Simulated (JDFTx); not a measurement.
# Ge (I4_1/amd) in JDFTx: notebook, part 2 of 2

JDFTx 1.7.0 (patched build). The steps go on from the part before.

### Step 6. Relaxation of cell and atoms, RPBE

Ge.in reads:

```
lattice \
   -2.5744897190     2.5744897190     2.5744897190 \
    2.5744897190    -2.5744897190     2.5744897190 \
    1.3974126432     1.3974126432    -1.3974126432
latt-scale 1.889726124626 1.889726124626 1.889726124626
coords-type Lattice
ion Ge     0.5000000000     0.5000000000     0.0000000000 1
ion Ge     0.2500000000     0.7500000000     0.5000000000 1

ion-species pseudo/Ge.upf
elec-cutoff 39 312
elec-ex-corr gga-x-rpbe gga-c-pbe
kpoint-folding 7 7 7
elec-smearing Fermi 0.0018374661
elec-n-bands 21
electronic-SCF nIterations 100 energyDiffThreshold 1e-09
electronic-minimize nIterations 30 energyDiffThreshold 1e-7
forces-output-coords Cartesian
lattice-minimize nIterations 40 energyDiffThreshold 1e-6

dump-name run.$VAR
dump End Ecomponents EigStats BandEigs Kpoints Forces Stress
```

Potentials or basis: PseudoDojo-SR-PBE-0.5-standard.

The run is started by

```console
$ jdftx -c 1 -i Ge.in -o Ge.out
```

Output:

```text
*************** JDFTx 1.7.0 (patched build) ***************

Input parsed successfully to the following command list (including defaults):
[... the input with its defaults ...]

---------- Setting up symmetries ----------

Non-trivial transmission matrix:
[   1   0   0  ]
[   1   1   0  ]
[   0   0   1  ]
with reduced lattice vectors:
[      0.000000      4.865080      4.865080  ]
[      0.000000     -4.865080      4.865080  ]
[      5.281454      2.640727     -2.640727  ]

Found 16 point-group symmetries of the bravais lattice
Found 16 space-group symmetries with basis
Applied RMS atom displacement 0 bohrs to make symmetries exact.

---------- Initializing the Grid ----------
R =
[     -4.86508      4.86508      4.86508  ]
[      4.86508     -4.86508      4.86508  ]
[      2.64073      2.64073     -2.64073  ]
unit cell volume = 250.014
G =
[ -6.86892e-18   0.645743    1.18967  ]
[   0.645743 -6.86892e-18    1.18967  ]
[   0.645743   0.645743 2.15282e-17  ]
Minimum fftbox size, Smin = [  60  60  60  ]
Chosen fftbox size, S = [  60  60  60  ]

---------- Initializing tighter grid for wavefunction operations ----------
R =
[     -4.86508      4.86508      4.86508  ]
[      4.86508     -4.86508      4.86508  ]
[      2.64073      2.64073     -2.64073  ]
unit cell volume = 250.014
G =
[ -6.86892e-18   0.645743    1.18967  ]
[... 143 lines left out ...]
SCF: Cycle:  3   F: -159.804791003045011   dF: -3.758e-09   |Residual|: 2.375e-05   |deigs|: 1.706e-05
	FillingsUpdate:  mu: +0.457376420  nElectrons: 28.000000
SCF: Cycle:  4   F: -159.804791003951863   dF: -9.069e-10   |Residual|: 1.496e-05   |deigs|: 7.701e-06
	FillingsUpdate:  mu: +0.457376486  nElectrons: 28.000000
SCF: Cycle:  5   F: -159.804791004150360   dF: -1.985e-10   |Residual|: 4.272e-06   |deigs|: 3.398e-06
SCF: Converged (|Delta E|<1.000000e-09 for 2 iters).

Setting wave functions to eigenvectors of Hamiltonian
LatticeMinimize: 	Wolfe criterion not satisfied: alpha: 1  (E-E0)/|gdotd0|: -0.973906  gdotd/gdotd0: 0.948744 (taking cubic step)

-------- Electronic minimization -----------
Will mix electronic density at each iteration.
	FillingsUpdate:  mu: +0.457376486  nElectrons: 28.000000
	FillingsUpdate:  mu: +0.453309050  nElectrons: 28.000000
SCF: Cycle:  0   F: -159.805051108998782   dF: -3.462e-05   |Residual|: 6.431e-04   |deigs|: 1.530e-05
	FillingsUpdate:  mu: +0.453339584  nElectrons: 28.000000
SCF: Cycle:  1   F: -159.805051396844874   dF: -2.878e-07   |Residual|: 2.951e-04   |deigs|: 1.545e-04
	FillingsUpdate:  mu: +0.453368312  nElectrons: 28.000000
SCF: Cycle:  2   F: -159.805051532778492   dF: -1.359e-07   |Residual|: 1.175e-04   |deigs|: 1.321e-04
	FillingsUpdate:  mu: +0.453366099  nElectrons: 28.000000
SCF: Cycle:  3   F: -159.805051545890421   dF: -1.311e-08   |Residual|: 4.710e-05   |deigs|: 2.559e-05
	FillingsUpdate:  mu: +0.453371546  nElectrons: 28.000000
SCF: Cycle:  4   F: -159.805051548813822   dF: -2.923e-09   |Residual|: 2.848e-05   |deigs|: 1.174e-05
	FillingsUpdate:  mu: +0.453371642  nElectrons: 28.000000
SCF: Cycle:  5   F: -159.805051549552587   dF: -7.388e-10   |Residual|: 8.320e-06   |deigs|: 4.168e-06
	FillingsUpdate:  mu: +0.453371759  nElectrons: 28.000000
[... 355 lines left out ...]
# Energy components:
   Eewald =     -109.6420936974767244
       EH =       46.5195328637028922
     Eloc =     -111.6389100770414444
      Enl =      -94.6547572354969873
      Exc =      -43.7665422075116410
 Exc_core =       18.9437135687255136
       KE =      134.4330715491720412
-------------------------------------
     Etot =     -159.8059852359263573
       TS =        0.0002604295481830
-------------------------------------
        F =     -159.8062456654745347

LatticeMinimize: Iter:   6  F: -159.806245665474535  |grad|_K:  1.131e-05  alpha:  1.000e+00  linmin:  4.292e-01
LatticeMinimize: Converged (|Delta F|<1.000000e-06 for 2 iters).

#--- Lowdin population analysis ---
# oxidation-state Ge +0.027 +0.027

Dumping 'run.eigStats' ...
	eMin: -0.492895 at state 0 ( [ +0.000000 +0.000000 +0.000000 ] spin 0 )
	HOMO: +0.418521 at state 7 ( [ +0.000000 +0.142857 +0.428571 ] spin 0 )
	mu  : +0.420113
	LUMO: +0.420410 at state 15 ( [ +0.000000 +0.428571 -0.285714 ] spin 0 )
	eMax: +0.943637 at state 35 ( [ +0.285714 -0.428571 -0.428571 ] spin 0 )
	HOMO-LUMO gap: +0.001889
	Optical gap  : +0.010494 at state 7 ( [ +0.000000 +0.142857 +0.428571 ] spin 0 )
Done!
```

It took 12 min on 1 thread of Arm Neoverse V1, shared host; peak memory 0.17 GiB.

Results:

- Free energy: -4348.5495 eV
- Relaxed volume: 19.76 Å³/atom
- Relaxed cell: a = 3.960 Å, b = 3.960 Å, c = 3.960 Å, α = 97.78°, β = 97.78°, γ = 136.83°
- Space group after relaxing (to 0.05 Å): I4_1/amd (No. 141)
- Energy gained by relaxing: 21.7 meV/atom
- Ionic steps: 7
- Pressure after relaxing: 0.0 GPa
- Band gap on the k mesh: none (metal or under the smearing width)

Step by step:
```csv
step,energy change (eV),largest force (eV/Å),pressure (GPa),volume (Å³)
1,0.0000,0.0000,5.05,37.05
2,-0.0109,0.0000,4.22,37.41
3,-0.0401,0.0000,0.25,39.39
4,-0.0419,0.0000,0.01,39.51
5,-0.0434,0.0000,0.03,39.50
6,-0.0434,0.0000,-0.02,39.53
7,-0.0434,0.0000,0.00,39.52
```

Final structure:
```
CELL_PARAMETERS angstrom
-2.60392 2.60392 1.45703
2.60392 -2.60392 1.45703
2.60392 2.60392 -1.45703
ATOMIC_POSITIONS crystal
Ge 0.50000 0.50000 0.00000
Ge 0.25000 0.75000 0.50000
```

Levels at points of the mesh, in eV from the Fermi level:
| k point | band 12 | band 13 | band 14 | band 15 | band 16 |
| --- | --- | --- | --- | --- | --- |
| (0.00, 0.00, 0.00) | -3.78 | -1.99 | -1.99 | 3.51 | 7.26 |

Caveat: the k mesh is coarse (spacing up to 0.37 Å⁻¹), so the values aren't converged; the plane waves are those of the starting cell, so after so large a change of volume the result is rough; the potentials were made for another functional, which shifts forces and pressure.

### Step 7. The runs side by side

| task | level | potentials or basis | cell | k mesh | further solve for the empty bands | mesh quality | gap on the mesh (eV) | pressure (GPa) | relaxed volume (Å³/atom) |
| --- | --- | --- | --- | --- | --- | --- | --- | --- | --- |
| single point | BLYP | PseudoDojo-SR-PBE-0.5-standard | as given | 11 × 11 × 11 | yes | not flagged | none | 9.1 | - |
| relaxation of cell and atoms | PBE+D2 | PseudoDojo-SR-PBE-0.5-standard | relaxed | 7 × 7 × 7 | no | coarse | none | 0.0 | 18.51 |
| single point | LDA | PseudoDojo-SR-LDA-0.4.1-standard | as given | 11 × 11 × 11 | yes | not flagged | none | -2.5 | - |
| single point | PBE | PseudoDojo-SR-PBE-0.5-standard | as given | 11 × 11 × 11 | yes | not flagged | none | 3.2 | - |
| relaxation of cell and atoms | RPBE | PseudoDojo-SR-PBE-0.5-standard | relaxed | 7 × 7 × 7 | no | coarse | none | 0.0 | 19.76 |

Alike in all rows: no spin polarisation; cutoff (eV) 1061; smearing fermi-dirac 0.05 eV.

Caveats: some runs use coarse meshes; the potentials were made for another functional, which shifts forces and pressure (some runs); pairwise dispersion overbinds metals, which lowers pressure and volume (some runs); the plane waves are those of the starting cell, so after so large a change of volume the result is rough (some runs).

Absolute energies hang on the potentials; compare differences alone.
